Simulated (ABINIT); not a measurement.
# BAs (F-43m) in ABINIT: notebook, part 2 of 2

ABINIT 10.8.3 (patched build). The steps go on from the part before.

## Step 5: Band structure, PBEsol

Contents of run.abi:

```
# Datasets: ground state, then fixed potential
ndtset 2

# Pseudopotentials
pp_dirpath "./"
pseudos "As.GGA_PBE-JTH.xml, B.GGA_PBE-JTH.xml"

# Structure
acell 6.3832096775 6.3832096775 6.3832096775
rprim
     0.0000000000     0.7071067812     0.7071067812
     0.7071067812     0.0000000000     0.7071067812
     0.7071067812     0.7071067812     0.0000000000
ntypat 2
znucl 33 5
natom 2
typat 1 2
xred
     0.7500000000     0.7500000000     0.7500000000
     0.0000000000     0.0000000000     0.0000000000

# Plane-wave basis
ecut 15.0
pawecutdg 30.0

# Exchange and correlation
ixc -116133

# Bands and occupations
occopt 3
tsmear 0.00183747

# SCF cycle
nstep 100

# Output
iomode 3
prtwf 0
prteig 0
prtebands 0
enunit 1
prtden1 1
prtvha1 1
prtvclmb1 1
prtpot1 1

# Dataset 1
kptopt1 1
ngkpt1 10 10 10
nshiftk1 1
shiftk1 0.0 0.0 0.0
nband1 13
tolvrs1 1.0e-9

# Dataset 2: bands along G-X-W-K-G-L-U-W-L-K
iscf2 -2
getden2 1
nband2 17
nbdbuf2 2
tolwfr2 1.0e-12
kptopt2 -9
ndivsm2 8
prteig2 1
prtvol2 -3
kptbounds2
     0.0000000000     0.0000000000     0.0000000000
     0.5000000000     0.0000000000     0.5000000000
     0.5000000000     0.2500000000     0.7500000000
     0.3750000000     0.3750000000     0.7500000000
     0.0000000000     0.0000000000     0.0000000000
     0.5000000000     0.5000000000     0.5000000000
     0.6250000000     0.2500000000     0.6250000000
     0.5000000000     0.2500000000     0.7500000000
     0.5000000000     0.5000000000     0.5000000000
     0.3750000000     0.3750000000     0.7500000000
```

Potentials or basis: JTH PAW PBE v2.0.

Launch:

```console
$ abinit run.abi > log 2>&1
```

run.abo:

```text
.Version 10.8.3 of ABINIT
 DATASET    1 : space group F-4 3 m (#216); Bravais cF (face-center cubic)
================================================================================
 Values of the parameters that define the memory need for DATASET  1.
     intxc =       0    ionmov =       0      iscf =      17    lmnmax =      18
     lnmax =       6     mgfft =      24  mpssoang =       3    mqgrid =    3001
     natom =       2  nloc_mem =       2    nspden =       1   nspinor =       1
    nsppol =       1      nsym =      24    n1xccc =       1    ntypat =       2
    occopt =       3   xclevel =       2
       mpw =         532          nfft =       13824          nkpt =          47
 PAW method is used; the additional fine FFT grid is defined by:
   mgfftf=        32    nfftf =     32768
================================================================================
================================================================================

 DATASET    2 : space group F-4 3 m (#216); Bravais cF (face-center cubic)
================================================================================
 Values of the parameters that define the memory need for DATASET  2.
     intxc =       0    ionmov =       0      iscf =      -2    lmnmax =      18
     lnmax =       6     mgfft =      24  mpssoang =       3    mqgrid =    3001
     natom =       2  nloc_mem =       2    nspden =       1   nspinor =       1
    nsppol =       1      nsym =      24    n1xccc =       1    ntypat =       2
    occopt =       3   xclevel =       2
       mpw =         532          nfft =       13824          nkpt =         139
 PAW method is used; the additional fine FFT grid is defined by:
   mgfftf=        32    nfftf =     32768
================================================================================
================================================================================

--------------------------------------------------------------------------------
------------- Echo of variables that govern the present computation ------------
--------------------------------------------------------------------------------
 -outvars: echo values of preprocessed input variables --------
            acell      6.3832096775E+00  6.3832096775E+00  6.3832096775E+00 Bohr
              amu      7.49215900E+01  1.08110000E+01
             ecut      1.50000000E+01 Hartree
           enunit           1
           getden1          0
           getden2          1
             iscf1         17
             iscf2         -2
              ixc     -116133
           jdtset        1    2
           kptopt1          1
           kptopt2         -9
         kptrlatt       10    0    0      0   10    0      0    0   10
          kptrlen1     6.38320968E+01
          kptrlen2     3.00000000E+01
            natom           2
            nband1         13
            nband2         17
           nbdbuf1          0
           nbdbuf2          2
           ndtset           2
           ndivsm1          0
           ndivsm2          8
            ngfft          24      24      24
          ngfftdg          32      32      32
             nkpt1         47
             nkpt2        139
            nstep         100
             nsym          24
           ntypat           2
           occopt           3
        pawecutdg      3.00000000E+01 Hartree
         pawxcdev           0
        prtebands           0
           prteig1          0
           prteig2          1
           prtpot1          1
[... 1221 lines left out ...]
  3.26E-13  3.43E-13  5.08E-13  1.80E-13  5.62E-13  5.47E-13  2.38E-13  9.25E-13
  5.23E-13  2.35E-13  5.14E-13  1.95E-13  3.02E-13  4.51E-13  2.23E-13  9.79E-10
  2.20E-08
 -1.0567E+00 -1.0563E+00 -1.0562E+00 -1.0561E+00 -1.0559E+00 -1.6089E-01
 -4.0426E-02  3.4386E-02  1.3107E-01  3.3151E-01  4.7329E-01  5.8465E-01
  6.0317E-01  6.3996E-01  7.4295E-01  8.7108E-01  9.5604E-01
 Non-SCF case, kpt  139 (  0.37500  0.37500  0.75000), residuals and eigenvalues=
  4.58E-13  2.99E-13  3.55E-13  8.42E-13  8.87E-13  5.15E-13  2.90E-13  3.68E-13
  5.63E-13  4.63E-13  6.47E-13  4.28E-13  2.76E-13  2.61E-13  7.35E-13  6.47E-10
  5.19E-07
 -1.0567E+00 -1.0563E+00 -1.0562E+00 -1.0561E+00 -1.0559E+00 -1.5851E-01
 -4.2309E-02  3.5807E-02  1.2772E-01  3.2802E-01  4.5772E-01  5.9468E-01
  6.1333E-01  6.4464E-01  7.5199E-01  8.7085E-01  9.6688E-01

--- !ResultsGS
iteration_state: {dtset: 2, }
comment   : Summary of ground state results
lattice_vectors:
- [  0.0000000,   4.5136108,   4.5136108, ]
- [  4.5136108,   0.0000000,   4.5136108, ]
- [  4.5136108,   4.5136108,   0.0000000, ]
lattice_lengths: [   6.38321,    6.38321,    6.38321, ]
lattice_angles: [ 60.000,  60.000,  60.000, ] # degrees, (23, 13, 12)
lattice_volume:   1.8390873E+02
convergence: {deltae:  0.000E+00, res2:  0.000E+00, residm:  9.990E-13, diffor:  0.000E+00, }
etotal    :  -1.16700500E+02
entropy   :   0.00000000E+00
fermie    :   2.75791473E-01
cartesian_stress_tensor: null
pressure_GPa: null
xred      :
- [  7.5000E-01,   7.5000E-01,   7.5000E-01, As]
- [  0.0000E+00,   0.0000E+00,   0.0000E+00,  B]
cartesian_forces: null
force_length_stats: {min: null, max: null, mean: null, }
...

 Integrated electronic density in atomic spheres:
 ------------------------------------------------
 Atom  Sphere_radius  Integrated_density
    1        2.10392         12.80686541
    2        1.70617          1.76815409

================================================================================

 ----iterations are completed or convergence reached----

 Mean square residual over all n,k,spin=   49.839E-14; max=  99.904E-14
 reduced coordinates (array xred) for    2 atoms
       0.750000000000      0.750000000000      0.750000000000
       0.000000000000      0.000000000000      0.000000000000

 cartesian coordinates (angstrom) at end:
    1      3.58274999765917     3.58274999765917     3.58274999765917
    2      0.00000000000000     0.00000000000000     0.00000000000000
 length scales=  6.383209677500  6.383209677500  6.383209677500 bohr
              =  3.377849091457  3.377849091457  3.377849091457 angstroms
 Eigenvalues (   eV  ) for nkpt= 139  k points:
 kpt#   1, nband= 17, wtk=  1.00000, kpt=  0.0000  0.0000  0.0000 (reduced coord)
 -28.75509  -28.75509  -28.75509  -28.73595  -28.73595   -8.45915    6.98028    6.98028
   6.98028   10.21914   10.21914   10.21914   11.63503   16.31930   20.12835   20.12835
  21.25621
 kpt#   2, nband= 17, wtk=  1.00000, kpt=  0.0217  0.0000  0.0217 (reduced coord)
 -28.75511  -28.75501  -28.75501  -28.73597  -28.73592   -8.44875    6.92472    6.92711
   6.92711   10.18422   10.28367   10.28367   11.69102   16.36413   19.79239   20.13996
  21.27901
 kpt#   3, nband= 17, wtk=  1.00000, kpt=  0.0435  0.0000  0.0435 (reduced coord)
 -28.75519  -28.75479  -28.75479  -28.73605  -28.73583   -8.41755    6.76451    6.77935
   6.77935   10.09037   10.46542   10.46542   11.84144   16.49658   19.18328   20.17480
  21.34743
 kpt#   4, nband= 17, wtk=  1.00000, kpt=  0.0652  0.0000  0.0652 (reduced coord)
 -28.75531  -28.75442  -28.75442  -28.73617  -28.73569   -8.36562    6.51594    6.56329
   6.56329    9.95771   10.73790   10.73790   12.04845   16.71099   18.54443   20.23286
  21.46158
 kpt#   5, nband= 17, wtk=  1.00000, kpt=  0.0870  0.0000  0.0870 (reduced coord)
[... 525 lines left out ...]
   3.79797    9.27085   13.66055   15.16539   15.52128   17.58244   20.02672   23.45644
  24.99405
 kpt# 137, nband= 17, wtk=  1.00000, kpt=  0.3929  0.3929  0.7143 (reduced coord)
 -28.75448  -28.74399  -28.74202  -28.73799  -28.73261   -4.48264   -1.07044    1.00733
   3.67470    9.13612   13.29478   15.56437   15.96990   17.46662   20.07583   23.63533
  25.52739
 kpt# 138, nband= 17, wtk=  1.00000, kpt=  0.3839  0.3839  0.7321 (reduced coord)
 -28.75499  -28.74337  -28.74149  -28.73849  -28.73239   -4.37815   -1.10004    0.93569
   3.56669    9.02087   12.87879   15.90907   16.41302   17.41425   20.21678   23.70327
  26.01528
 kpt# 139, nband= 17, wtk=  1.00000, kpt=  0.3750  0.3750  0.7500 (reduced coord)
 -28.75549  -28.74286  -28.74110  -28.73891  -28.73212   -4.31335   -1.15128    0.97435
   3.47542    8.92586   12.45513   16.18194   16.68959   17.54162   20.46260   23.69704
  26.31020

== END DATASET(S) ==============================================================
================================================================================

 -outvars: echo values of variables after computation  --------
            acell      6.3832096775E+00  6.3832096775E+00  6.3832096775E+00 Bohr
           etotal1    -1.1670050005E+02
            fcart1    -0.0000000000E+00 -0.0000000000E+00 -0.0000000000E+00
                      -0.0000000000E+00 -0.0000000000E+00 -0.0000000000E+00
            rprim      0.0000000000E+00  7.0710678120E-01  7.0710678120E-01
                       7.0710678120E-01  0.0000000000E+00  7.0710678120E-01
                       7.0710678120E-01  7.0710678120E-01  0.0000000000E+00
           strten1     2.4338326685E-05  2.4338326685E-05  2.4338326685E-05
                       0.0000000000E+00  0.0000000000E+00  0.0000000000E+00
           xangst      3.5827499977E+00  3.5827499977E+00  3.5827499977E+00
                       0.0000000000E+00  0.0000000000E+00  0.0000000000E+00
             xred      7.5000000000E-01  7.5000000000E-01  7.5000000000E-01
                       0.0000000000E+00  0.0000000000E+00  0.0000000000E+00
 Calculation completed.
```

Wall time 37 s (1 thread of Arm Neoverse V1, shared host); peak memory 0.11 GiB.

What came out:

```yaml
Free_energy: -3175.5824 eV
Pressure: -0.7 GPa
Band_gap_on_the_k_mesh: 1.08 eV, indirect (least direct gap 3.24 eV)
Band_gap_along_the_path: 1.09 eV, indirect (least direct gap 3.24 eV)
Valence_electrons_inside_the_program's_atomic_spheres: As 12.81; B 1.77
```

Levels at the corners of the path, in eV from the valence-band top:
```tsv
point	band 7	band 8	band 9	band 10	band 11	band 12
Γ	0.00	0.00	0.00	3.24	3.24	3.24
X	-8.52	-4.10	-4.10	1.32	1.35	11.37
W	-8.04	-5.54	-5.24	5.18	5.90	6.68
K	-8.13	-6.01	-3.50	1.95	5.47	9.20
Γ	0.00	0.00	0.00	3.24	3.24	3.24
L	-8.82	-1.83	-1.83	2.65	4.74	4.74
U	-8.13	-6.01	-3.50	1.95	5.47	9.20
W	-8.04	-5.54	-5.24	5.18	5.90	6.68
L	-8.82	-1.83	-1.83	2.65	4.74	4.74
K	-8.13	-6.01	-3.50	1.95	5.47	9.20
```

Caveat: the PAW data sets were made with another functional, which shifts forces and pressure a little.

## Step 6: Overview

```tsv
task	level	potentials or basis	gap on the mesh (eV)	pressure (GPa)	V0 of scaled cells (Å³/atom)	B0 (GPa)
equation of state	revPBE+D3(BJ)	JTH PAW PBE v2.0	-	-	13.34	143
band structure	PBEsol	JTH PAW PBE v2.0 sp	1.08	0.0	-	-
equation of state	LDA-VWN	JTH PAW LDA v2.0	-	-	13.23	148
band structure	PBEsol	JTH PAW PBE v2.0	1.08	-0.7	-	-
```

Alike in all rows: no spin polarisation; cell as given; k mesh 10 × 10 × 10; cutoff (eV) 408; smearing fermi-dirac 0.05 eV.

Caveats: the PAW data sets were made with another functional, which shifts forces and pressure a little (some runs); pressures at fixed basis lie under the slope of the energies (some runs); this set keeps more shells in the core, which shifts pressures and gaps (some runs).

Absolute energies hang on the potentials; compare differences alone.

## Step 7: How close it comes

Step 2. A measured bulk modulus of BAs is 148 GPa (quoted in “Basic Physical Properties of Cubic Boron Arsenide”, 2019, arxiv:1911.11281); the calculated 143 GPa misses it by -3.3 %. The fit is for a static lattice scaled at fixed shape and fixed fractional positions.

Step 4. Measured bulk modulus of BAs: 148 GPa (quoted in “Basic Physical Properties of Cubic Boron Arsenide”, 2019, arxiv:1911.11281). This calculation gives 148 GPa (-0.3 %). The fit is for a static lattice scaled at fixed shape and fixed fractional positions.
